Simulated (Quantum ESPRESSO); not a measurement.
Input of a Quantum ESPRESSO 7.5 run:

run.py

```python
import numpy as np
from ase.calculators.espresso import Espresso, EspressoProfile
from ase.io import read

atoms = read('POSCAR')

input_data = {
    'control': {'calculation': 'scf', 'prefix': 'pwscf', 'outdir': './tmp', 'tprnfor': True, 'tstress': True, 'disk_io': 'nowf'},
    'system': {'ecutwfc': 132.0, 'nbnd': 37, 'input_dft': 'pbe', 'occupations': 'tetrahedra_opt'},
    'electrons': {'conv_thr': 4e-10, 'electron_maxstep': 120, 'mixing_beta': 0.5},
}
pseudopotentials = {'Ta': 'Ta.upf'}
profile = EspressoProfile(command='pw.x', pseudo_dir='pseudo')
dft = Espresso(profile=profile, input_data=input_data, pseudopotentials=pseudopotentials, kpts=(6, 6, 3), koffset=(0, 0, 0))
atoms.calc = dft

print(f'energy {atoms.get_potential_energy():.8f} eV')
print('forces (eV/A)')
print(np.round(atoms.get_forces(), 6))
print('stress (eV/A^3, Voigt)')
print(np.round(atoms.get_stress(), 8))
print(f'Fermi level {dft.get_fermi_level():.4f} eV')
```

The input POSCAR:

```
Ta
1.0
    2.9003720700      0.0000000000      0.0000000000
   -1.4501860400      2.5117959000      0.0000000000
    0.0000000000      0.0000000000      5.1662740000
Ta
2
Direct
    0.5850063500      0.2944316600      0.7321313500
    0.4149936500      0.7055683400      0.2678686500
```

Potentials or basis: PseudoDojo 0.4 SR PBEsol stringent.

Launch:

```sh
$ OMP_NUM_THREADS=1 python run.py
```

Question: Predict the largest force.

Answer: 1.814 eV/Å.

Question: Estimate the band gap on the k mesh.

Answer: None (metal or under the smearing width).

Forces on the atoms (eV/Å):
```
Ta  -0.415 -0.281  1.744
Ta   0.415  0.281 -1.744
```

Caveat: the k mesh is coarse (spacing up to 0.42 Å⁻¹), so the values aren't converged; the potentials were made for another functional, which shifts forces and pressure. Spin-orbit coupling is left out, which matters for the levels of Ta.
